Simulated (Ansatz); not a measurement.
# C, space group Fmmm: a convergence test of the k-point mesh

Program: Ansatz 0.2.0 through its Python package.

Notebook, run cell by cell (the value of a cell's last expression is shown):

```python
import ansatz as az
import pandas as pd
```

```python
crystal = (
    az.Lattice.from_parameters(3.966514, 3.566103, 2.456036, alpha=80.08574, beta=62.32867, gamma=37.58559)
    .atom("C", [1 / 6, 5 / 6, 1 / 6])
    .atom("C", [5 / 6, 1 / 6, 5 / 6])
)
```

```python
model = (
    crystal.calculation()
    .functional(az.Functional.PBESOL, dispersion="D3(BJ)")
    .basis(28 * az.Ry)
    .accuracy("medium")
    .occupations("fermi_dirac", width=0.1)
    .scf(lower_state_search="light")
    .forces()
    .stress()
)
```

```python
rows = []
for value in [(4, 4, 4), (5, 5, 5), (7, 7, 7), (9, 9, 9), (11, 11, 11), (13, 13, 13)]:
    data = model.kpoints(*value).run(threads=1).report
    rows.append((value, data["free_energy_ev"] / len(data["lattice"]["sites"]), data["n_iterations"], sum(data["stress_gpa"][i][i] for i in range(3)) / 3, max(abs(f) for row in data["forces_ev_ang"] for f in row), data["n_kpoints"]))
```

    DeckWarning: basis.ecutwfc = 380.959407443832 eV is below the records' recommended 420 eV, and the density's cutoff is lower with it unless basis.ecutrho_ratio is high enough to keep the records' density cutoff: compare with a run at a higher cutoff

```python
table = pd.DataFrame(rows, columns=["mesh", "F/atom (eV)", "iterations", "P (GPa)", "max component (eV/A)", "k-points"])
table.round(5)
```

               mesh  F/atom (eV)  iterations  P (GPa)  max component (eV/A)  k-points
    0     (4, 4, 4)   -246.80429           6  0.14235               0.01294        18
    1     (5, 5, 5)   -246.77896           6  0.82380               0.05142        27
    2     (7, 7, 7)   -246.79426           6  0.59757               0.00391        64
    3     (9, 9, 9)   -246.78641           6  0.69166               0.00409       125
    4  (11, 11, 11)   -246.78935           6  0.67658               0.02438       216
    5  (13, 13, 13)   -246.78940           6  0.68301               0.00718       343

```python
# differences from the last row
for row in rows[:-1]:
    shift = 1000 * (row[1] - rows[-1][1])
    print(f"{row[0]}: {shift:+.2f} meV/atom" + ("  (within 1 meV)" if abs(shift) < 1 else ""))
```

    (4, 4, 4): -14.89 meV/atom
    (5, 5, 5): +10.44 meV/atom
    (7, 7, 7): -4.87 meV/atom
    (9, 9, 9): +2.99 meV/atom
    (11, 11, 11): +0.04 meV/atom  (within 1 meV)

From 11×11×11 on it stays within 1 meV an atom of the value at 13×13×13; the first row (4×4×4) is off by 14.9 meV and the last but one by 0.04 meV. That rests on few rows after larger swings, so the series isn't shown to be converged. It goes up and down, since the sum over k-points isn't variational. The pressure moves from 0.14 to 0.68 GPa.

The cutoff lies under the one recommended for these potentials. Under the recommended cutoff a pressure can be off by several GPa, even in sign. Pressure is positive in compression. This isn't the structure that C takes at ambient conditions. Warnings are shown shortened and without file and line. Shifts are counted from the finest mesh, which is itself no proven limit. The whole script took 9.3 s on 1 thread of Arm Neoverse V1 (shared host), peak memory 0.43 GiB.
